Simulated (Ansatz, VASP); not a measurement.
# One calculation of SiC, two programs

```
CELL_PARAMETERS angstrom
3.07807 0.00000 0.00000
-1.53903 2.66568 0.00000
0.00000 0.00000 9.80710
ATOMIC_POSITIONS crystal
Si 0.66667 0.33333 0.93783
Si 0.33333 0.66667 0.43783
Si 0.00000 0.00000 0.68790
Si 0.00000 0.00000 0.18790
C 0.66667 0.33333 0.74982
C 0.33333 0.66667 0.24982
C 0.00000 0.00000 0.50045
C 0.00000 0.00000 0.00045
```

Alike in both runs: task single point; functional PBEsol; k mesh 12 × 12 × 4; occupations gaussian, width 0.05 eV; no spin polarisation.

```csv
,VASP,Ansatz
version,VASP 6.6.1,Ansatz 0.2.0
potentials or method,"VASP PAW PBE potentials, release 64 (Si, C)","scalar-relativistic, plane waves, PAW"
plane-wave cutoff (eV),520,520
valence electrons in the cell,32,32
```

VASP gave:

* gap on the k mesh at the Fermi level (eV): 2.08
* least direct gap on the mesh (eV): 3.22
* pressure (GPa): 6.9
* largest component of the traceless stress (GPa): 10.96
* rms of the force components (eV/Å): 0.210

Task: Which values does Ansatz return?

Result: gap on the k mesh at the Fermi level (eV): 2.09; least direct gap on the mesh (eV): 3.23; pressure (GPa): 6.5; largest component of the traceless stress (GPa): 10.89; rms of the force components (eV/Å): 0.208.

Atom by atom the forces differ by 0.002 eV/Å (rms over components). The functional is the same, so the differences come from potentials, cutoffs and numerics. Ansatz warned: «pseudo_functional_mismatch».

Caveats: the PAW data sets were made with another functional, which shifts forces and pressure a little (VASP). A k mesh can miss the band edges.
